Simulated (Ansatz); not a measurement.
**HgTe (Coloradoite) under changes of volume**

One of the cells (33.215 Å³/atom); the others are scaled copies at fixed shape and fractional positions:

```
CELL_PARAMETERS angstrom
0.00000 3.21450 3.21450
3.21450 0.00000 3.21450
3.21450 3.21450 0.00000
ATOMIC_POSITIONS crystal
Hg 0.00000 0.00000 0.00000
Te 0.75000 0.75000 0.75000
```

- Program: Ansatz 0.2.0
- Functional: rPW86-PBE
- Dispersion: rVV10
- Potentials or basis: Ansatz PAW
- Cutoff: 420 eV (not typed: the program's choice for these potentials)
- k mesh: 7 × 7 × 7
- Occupations: fermi-dirac, width 0.05 eV
- Spin: no spin polarisation

| volume (Å³/atom) | energy over the lowest point (meV/atom) | pressure (GPa) |
| --- | --- | --- |
| 31.223 | ? | ? |
| 31.887 | 97.96 | 7.9 |
| 32.551 | 68.21 | 6.5 |
| 33.215 | 44.13 | 5.2 |
| 33.880 | 25.07 | 4.0 |
| 34.544 | 10.49 | 3.0 |
| 35.208 | 0.00 | 2.1 |

Question: What does the run at 31.223 Å³/atom give?

Answer: Energy over the lowest point 133.98 meV/atom; pressure 9.5 GPa.

Worked out: A Birch-Murnaghan fit of order 3 (a polynomial in V^(-2/3)) to the other rows has no minimum within the range. It gives 134.02 meV/atom at 31.223 Å³/atom, against the run's 133.98, and -dE/dV = 9.5 GPa, against 9.5.

Energies are extrapolated to zero smearing.

Caveats: the PAW data sets come from PBE, with cores solved anew for the run's functional, which leaves a small shift of forces and pressure.
